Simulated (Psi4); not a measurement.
# DLPNO-MP2/def2-TZVP (density fitting, density fitting for correlation, pno convergence normal, sweep point 2) run of CHF3 (trifluoromethane)

What is the energy change on altering one bond length of CHF3 (trifluoromethane) at DLPNO-MP2/def2-TZVP (density fitting, density fitting for correlation, pno convergence normal, sweep point 2)? 

Program for the calculation: Psi4 1.11.

### 1 Starting point

CHF3 has 5 atoms, charge 0, and is taken as a singlet. SMILES: `FC(F)F`. Geometry: relaxed at PBE0-D4/def2-TZVP.

Bond lengths: F1–C2 1.331 Å, C2–F3 1.331 Å, C2–F4 1.331 Å, C2–H5 1.093 Å. Angles: F1–C2–F3 108.5°, F1–C2–F4 108.5°, F3–C2–F4 108.5°, F1–C2–H5 110.4°, F3–C2–H5 110.4°, F4–C2–H5 110.4°.

### 2 A single-point energy at DLPNO-MP2/def2-TZVP (density fitting, density fitting for correlation, pno convergence normal, sweep point 2)

File chf3.inp:

```
memory 1.6 GB

molecule molecule1 {
  F     -1.26356537    -0.62304270     2.03937354
  C      0.03684966     0.10650496     0.01288793
  F      1.97920466    -1.46221338    -0.29757517
  F     -1.45994571    -0.06631049    -2.00201365
  H      0.70745677     2.04508051     0.24730846
  units au
  symmetry c1
}

set {
  puream          true
  scf_type        df
  num_frozen_docc 4
  pno_convergence normal
}

E, wfn = energy("dlpno-mp2/def2-TZVP", return_wfn=True)
```

Run with:

```console
psi4 -n 1 chf3.inp chf3.out
```

chf3.out, shortened:

```text
[...]
  Running in c1 symmetry.
[...]
  Nuclear repulsion =  133.952934405460724
[...]
  Multiplicity = 1
[...]
  Nalpha       = 17
  Nbeta        = 17
[...]
    Number of basis functions: 130
[...]
   @DF-RHF iter   1:  -336.84212887168701   -5.05521e-01   3.71979e-03 ADIIS/DIIS
[...]
    Orbital Energies [Eh]
    ---------------------
    Doubly Occupied:
       1A    -26.342358     2A    -26.342356     3A    -26.342328
       4A    -11.506195     5A     -1.736929     6A     -1.641353
       7A     -1.641350     8A     -0.990909     9A     -0.849598
      10A     -0.828586    11A     -0.828586    12A     -0.714120
      13A     -0.714120    14A     -0.671050    15A     -0.671049
      16A     -0.654475    17A     -0.596681
[...]
  @DF-RHF Final Energy:  -336.92530778172278
   => Energetics <=
    Nuclear Repulsion Energy =            133.9529344054607236
    One-Electron Energy =                -735.6123986045502079
    Two-Electron Energy =                 264.7341564173667052
    Total Energy =                       -336.9253077817227791
[...]
 Multipole Moments:
 ------------------------------------------------------------------------------------
     Multipole            Electronic (a.u.)      Nuclear  (a.u.)        Total (a.u.)
 ------------------------------------------------------------------------------------
 L = 1.  Multiply by 2.5417464519 to convert [e a0] to [Debye]
 Dipole X            :         -0.3053825            0.5367396            0.2313571
 Dipole Y            :         -0.8828086            1.5515684            0.6687598
 Dipole Z            :         -0.1067353            0.1876370            0.0809017
 Magnitude           :                                                    0.7122576
[...]
  @LMP2 iter   4:  -0.903288704215 -8.037e-07  7.078e-07
[...]
```

Wall time 11 s (1 thread of Intel Xeon at 2.70GHz, shared host); peak memory 0.43 GiB.

### 3 The distorted shape

File input.inp:

```
memory 1.6 GB

molecule geom {
  0 1
  F     -0.51515446    -0.53663309     3.04684134
  C      0.78526057     0.19291458     1.02035573
  F      2.72761557    -1.37580377     0.70989263
  F     -1.45994571    -0.06631049    -2.00201365
  H      1.45586768     2.13149013     1.25477626
  units au
  symmetry c1
}

set basis def2-TZVP
set puream true
set scf_type df
set num_frozen_docc 4
set pno_convergence normal

energy('dlpno-mp2')
```

Run with:

```console
psi4 input.inp input.out -n 1
```

input.out, shortened:

```text
[...]
  Running in c1 symmetry.
[...]
  Nuclear repulsion =  117.994277228863851
[...]
  Multiplicity = 1
[...]
  Nalpha       = 17
  Nbeta        = 17
[...]
    Number of basis functions: 130
[...]
   @DF-RHF iter   1:  -336.61538677698218   -9.52126e-01   4.80188e-03 ADIIS/DIIS
[...]
    Orbital Energies [Eh]
    ---------------------
    Doubly Occupied:
       1A    -26.409587     2A    -26.409565     3A    -26.236610
       4A    -11.584493     5A     -1.761628     6A     -1.694382
       7A     -1.459685     8A     -1.027189     9A     -0.872165
      10A     -0.852039    11A     -0.811305    12A     -0.742710
      13A     -0.719607    14A     -0.691850    15A     -0.568464
      16A     -0.568316    17A     -0.528201
[...]
  @DF-RHF Final Energy:  -336.78394341726994
   => Energetics <=
    Nuclear Repulsion Energy =            117.9942772288638508
    One-Electron Energy =                -703.6808499647931967
    Two-Electron Energy =                 248.9026293186593648
    Total Energy =                       -336.7839434172699384
[...]
 Multipole Moments:
 ------------------------------------------------------------------------------------
     Multipole            Electronic (a.u.)      Nuclear  (a.u.)        Total (a.u.)
 ------------------------------------------------------------------------------------
 L = 1.  Multiply by 2.5417464519 to convert [e a0] to [Debye]
 Dipole X            :          0.3304061            0.7069251            1.0373312
 Dipole Y            :         -0.8848577            1.5712176            0.6863599
 Dipole Z            :          0.7762226            0.4167309            1.1929536
 Magnitude           :                                                    1.7234512
[...]
  @LMP2 iter   6:  -0.935772292053 -2.313e-08  2.060e-07
[...]
```

Run time: 9.6 s. Hardware: 1 thread of Intel Xeon at 2.70GHz, shared host; peak memory 0.41 GiB.

### 4 Summary of results

At DLPNO-MP2/def2-TZVP (density fitting, density fitting for correlation, pno convergence normal, sweep point 2), 4 core orbitals frozen:

| quantity | value |
| --- | --- |
| first shape: total energy | -337.82866 Eh |
| first shape: HOMO energy (Hartree–Fock orbitals) | -16.24 eV |
| first shape: LUMO energy (Hartree–Fock orbitals) | 4.55 eV |
| first shape: HOMO–LUMO gap (Hartree–Fock orbitals) | 20.79 eV |
| first shape: correlation energy (4 core orbitals frozen) | -903.3 mEh |
| distorted shape: total energy | -337.71977 Eh |
| distorted shape: HOMO energy (Hartree–Fock orbitals) | -14.37 eV |
| distorted shape: LUMO energy (Hartree–Fock orbitals) | 1.02 eV |
| distorted shape: HOMO–LUMO gap (Hartree–Fock orbitals) | 15.39 eV |
| distorted shape: correlation energy (4 core orbitals frozen) | -935.8 mEh |
| energy change with the C2–F4 bond stretched from 1.331 to 1.997 Å | 2.963 eV |

What this shows: With the C2–F4 bond stretched from 1.331 to 1.997 Å the energy rises by 2.96 eV (68 kcal/mol). The first shape isn't relaxed at this level, so the change isn't measured from a minimum.
